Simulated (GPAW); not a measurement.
Runs of GPAW 26.7.0 on TiO2. The structure is tetragonal, space group P4_2/mnm (No. 136). The conventional cell has a = 4.600 Å, b = 4.600 Å, c = 2.959 Å, α = 90.00°, β = 90.00°, γ = 90.00°. Around Ti (site symmetry mmm) lie 6 O at 1.95 to 1.98 Å. O (site symmetry m2m) is surrounded by 3 Ti at 1.95 to 1.98 Å. The cell is a database's computed one.

```csv
task,level,potentials or basis,cell,k mesh,cutoff (eV),maxiter,band path,band points,convergence,supercell,gap on the mesh (eV),pressure (GPa),largest force (eV/Å)
band structure,r2SCAN,"GPAW PAW data sets (gpaw-data 1.2.1), pw",as given,4 × 4 × 6,800,150,"GXMGZRAZ,XR,MA",100,-,-,2.22,(b),0.02
single point,LDA,"the program's PAW data sets (release 1.2.1) made for this functional, pw",as given,5 × 5 × 7,650,80,-,-,-,-,1.79,-10.9,0.10
phonons,WC,"PAW data sets generated in the run's folder for this functional, pw",relaxed,5 × 5 × 8,680,150,-,-,density=1e-06 eigenstates=1e-09,1 × 1 × 1,1.85,0.0,-
relaxation of cell and atoms,PW91+D3(BJ),"PAW data sets generated in the run's folder for this functional, pw",relaxed to 2 GPa,4 × 4 × 6,800,150,-,-,-,-,(a),1.9,0.01
```

Alike in all rows: no spin polarisation; smearing fermi-dirac 0.05 eV.

Q: Estimate the missing entries.

A: (a) 1.86; (b) 0.5.

Caveats: the cutoff is short for stress and forces, so pressures can be off by a GPa or more (some runs); an odd mesh through Γ misses points on the zone boundary, where band edges often lie (some runs); the PAW data sets were made with another functional, which shifts forces and pressure a little (some runs); the LO-TO splitting is left out (some runs); later steps reuse the first step's grids (some runs).
